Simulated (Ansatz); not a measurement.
Rutile GeO2, relaxed in Ansatz (plane waves) with several semilocal functionals. Each gives its own volume and its own bulk modulus:

```
level          V0 (Å³/atom)  bulk modulus (GPa)   ln V0   ln B0
-------------  ------------  ------------------  ------  ------
LDA                   9.156               244.8  2.2144  5.5004
r²SCAN+rVV10          9.245               251.9  2.2241  5.5290
PBEsol-D3(BJ)         9.307               232.3  2.2308  5.4480
PBEsol                9.425               221.1  2.2434  5.3986
PBE-D4                9.555               211.5  2.2571  5.3542
RPBE                 10.002               169.3  2.3028  5.1317
```

Task: Fit a straight line to ln B0 against ln V0. What does it predict for rVV10, whose volume is 9.879 Å³/atom?

Result: With x = ln V0 and y = ln B0: means 2.24543 and 5.39365; Σ(Δx Δy) = -0.02249, Σ(Δx²) = 0.005063, so the slope is -4.44. At x = 2.2904 the line gives y = 5.39365 + (-4.44) × (2.2904 − 2.24543) = 5.1940, or 180.2 GPa. The run with rVV10 gives 194.4 GPa, +7.9 % from the line. The rows used scatter about it by up to 4.1 %, while the largest value lies 49 % above the smallest.

Measured: 251 GPa (measured, room temperature, not corrected to a static lattice, from measured elastic constants; as tabulated in Sevik and Bulutay (2007), arXiv:cond-mat/0610176).

Ansatz's density-functional and Hartree–Fock values are scalar-relativistic unless marked +SOC, with PAW data made under PBE.

Ansatz is a program for electronic structure.
